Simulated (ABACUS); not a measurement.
# ZrS2 under changes of volume

One of the cells (23.763 Å³/atom); the others are scaled copies at fixed shape and fractional positions:

```
Zr S
1.0
     3.69138    0.00000    0.00000
    -1.84569    3.19683    0.00000
     0.00000    0.00000    6.04108
Zr S
1 2
Direct
  0.00000 0.00000 0.00000
  0.33333 0.66667 0.23791
  0.66667 0.33333 0.76209
```

The cell is a database's computed one.

* Program: ABACUS 3.10.1
* Functional: PBE
* Potentials or basis: PseudoDojo NC SR 0.4.1 PBE standard
* Cutoff: 898 eV
* Density cutoff: 3592 eV
* Basis: plane waves
* k mesh: 8 × 8 × 5
* Occupations: fermi-dirac, width 0.05 eV
* Spin: no spin polarisation

```csv
volume (Å³/atom),energy over the lowest point (meV/atom),pressure (GPa),gap on the mesh (eV),largest force (eV/Å)
22.337,?,?,?,?
22.813,14.50,4.5,1.03,0.543
23.288,4.30,2.4,1.04,0.290
23.763,0.00,0.5,1.05,0.054
24.238,1.02,-1.2,1.06,0.165
24.714,6.86,-2.7,1.07,0.374
25.189,17.04,-4.1,1.07,0.565
```

Problem. What does the run at 22.337 Å³/atom give?

Solution. Energy over the lowest point 31.21 meV/atom; pressure 6.8 GPa; gap on the mesh 1.01 eV; largest force 0.817 eV/Å.

Worked out: A Birch-Murnaghan fit of order 3 (a polynomial in V^(-2/3)) to the other rows has its minimum at 23.90 Å³/atom with B0 = V·E''(V) = 88 GPa and B' = 4.1 at fixed shape and positions, which overstates the stiffness. It gives 31.27 meV/atom at 22.337 Å³/atom, against the run's 31.21, and -dE/dV = 6.8 GPa, against 6.8. A straight line through the other rows of the gap, of slope 0.433 eV per unit of ln V, extrapolates to 1.02 eV, against the run's 1.01.

Energies are extrapolated to zero smearing.

Caveats: an odd mesh through Γ misses points on the zone boundary, where band edges often lie; this functional lacks dispersion, which binds the layers, so the pressure and a relaxed spacing across them are unreliable. Spin-orbit coupling on Zr is left out.
